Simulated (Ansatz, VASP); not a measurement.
Si in VASP and in Ansatz

Contents of INCAR:

```
PREC = Accurate ; ENCUT = 520
EDIFF = 1E-7 ; ISMEAR = -1
SIGMA = 0.05 ; LREAL = False
LASPH = True ; NELM = 100
ALGO = Normal ; ISIF = 2
LWAVE = False ; LCHARG = False
GGA = B5 ; ALDAX = 1.0
AGGAX = 1.0 ; AGGAC = 1.0
ALDAC = 0.0 ; IVDW = 12
VDW_S6 = 1.0 ; VDW_S8 = 2.6996
VDW_A1 = 0.4298 ; VDW_A2 = 4.2359
NBANDS = 11
```

File KPOINTS:

```
Automatic mesh
0
Gamma
  8 8 8
```

POSCAR

```
Si
1.0
    0.0000000000      2.7752343705      2.7752343705
    2.7752343705      0.0000000000      2.7752343705
    2.7752343705      2.7752343705      0.0000000000
Si
2
Direct
    0.5000000000      0.5000000000      0.5000000000
    0.7500000000      0.7500000000      0.7500000000
```

The input input.yaml:

```yaml
crystal:
  lattice:
    - [0.0, 2.7752343705, 2.7752343705]
    - [2.7752343705, 0.0, 2.7752343705]
    - [2.7752343705, 2.7752343705, 0.0]
  atoms:
    - { symbol: Si, position: [0.5, 0.5, 0.5] }
    - { symbol: Si, position: [0.75, 0.75, 0.75] }
hamiltonian:
  xc: blyp
  pseudopotentials: { kind: paw }
  dispersion: d3bj
kpoints:
  mp_grid: { grid: [8, 8, 8] }
scf:
  occupations: { method: fermi_dirac, width: 0.05 }
output:
  forces: true
  stress: true
  eigenvalues: true
```

Alike in both runs: task single point; functional BLYP; dispersion D3(BJ); k mesh 8 × 8 × 8; occupations fermi-dirac, width 0.05 eV; no spin polarisation.

|  | VASP | Ansatz |
| --- | --- | --- |
| version | VASP 6.6.1 | Ansatz 0.2.0 |
| potentials or method | VASP PAW PBE potentials, release 64 (Si) | Ansatz PAW |
| plane-wave cutoff (eV) | 520 | 420 |
| valence electrons in the cell | 8 | 8 |

Ansatz gave:

| Property | Result |
| --- | --- |
| gap on the k mesh at the Fermi level (eV) | 0.92 |
| least direct gap on the mesh (eV) | 2.49 |
| pressure (GPa) | -5.0 |
| dispersion energy (meV/atom) | -655.2 |

Which values does VASP return?

gap on the k mesh at the Fermi level (eV): 0.93; least direct gap on the mesh (eV): 2.51; pressure (GPa): -4.9; dispersion energy (meV/atom): -655.1.

Caveats: the PAW data sets were made with another functional, which shifts forces and pressure a little (VASP); the PAW data sets come from PBE, with cores solved anew for the run's functional, which leaves a small shift of forces and pressure (Ansatz). As with any semilocal functional, this BLYP gap is likely too small. A k mesh can miss the band edges.
